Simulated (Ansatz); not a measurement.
Input and command of a plane-wave DFT calculation in Ansatz:

```yaml
crystal:
  lattice:
    - [3.7604704834, 0.0, 0.0]
    - [-1.8802352417, 3.2566629688, 0.0]
    - [0.0, 0.0, 6.2282596188]
  atoms:
    - { symbol: Si, position: [0.6666666667, 0.3333333333, 0.8740538812] }
    - { symbol: Si, position: [0.3333333333, 0.6666666667, 0.3740538812] }
    - { symbol: Ge, position: [0.6666666667, 0.3333333333, 0.5009451188] }
    - { symbol: Ge, position: [0.3333333333, 0.6666666667, 0.0009451188] }
basis:
  ecutwfc: 420
kpoints:
  mp_grid: { grid: [12, 12, 6] }
hamiltonian:
  xc: pbesol
scf:
  occupations: { method: gaussian, width: 0.01 }
output:
  forces: true
  stress: true
  eigenvalues: true
relax:
  adjacent_minimum: "off"
  f_tol: 0.001
  max_steps: 60
  cell: { stress_tol: 0.02, p_target: 11.0 }
```

```bash
ansatz run input.yaml --threads 1 --pin off --max-ram 3072MiB --backend cpu --events-out ev --progress --plain --runs-dir out
```

Processor: Intel(R) Xeon(R) Platinum 8488C (Sapphire Rapids), 1 thread, on a host shared with other jobs.

**Question.** How long does it run, and how much memory does it take?

**Answer.** About 19 s on 1 thread of Intel(R) Xeon(R) Platinum 8488C (Sapphire Rapids), on a shared host, peak memory 0.46 GiB. It solves 22 bands at 76 k points (the mesh reduced by the symmetry that the task leaves, which can be less than the crystal's) with about 1521 plane waves (on the last cell), in 13 SCF iterations over 2 ionic steps.
